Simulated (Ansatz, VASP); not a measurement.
# Two plane-wave programs on AlRu

```
Ru Al
1.0
     3.01141    0.00000    0.00000
     0.00000    3.01141    0.00000
     0.00000    0.00000    3.01141
Ru Al
1 1
Cartesian
  1.5057 1.5057 1.5057
  0.0000 0.0000 0.0000
```

Alike in both runs: task single point; functional r2SCAN; k mesh 9 × 9 × 9; occupations fermi-dirac, width 0.05 eV; no spin polarisation.

```csv
,VASP,Ansatz
version,VASP 6.6.1,Ansatz 0.2.0
potentials or method,"VASP PAW PBE potentials, release 64 (Ru_pv, Al)",Ansatz PAW
plane-wave cutoff (eV),520,500
valence electrons in the cell,17,19
```

|  | VASP | Ansatz | Ansatz less VASP |
| --- | --- | --- | --- |
| gap on the k mesh at the Fermi level (eV) | none | none | - |
| pressure (GPa) | -6.0 | -6.1 | -0.09 |

A gap of «none» marks a metal or a gap that the smearing closes. The two sets of potentials don't hold the same shells in valence.

Caveats: the PAW data sets were made with another functional, which shifts forces and pressure a little (VASP); the PAW data sets come from PBE, with cores solved anew for the run's functional, which leaves a small shift of forces and pressure (Ansatz).
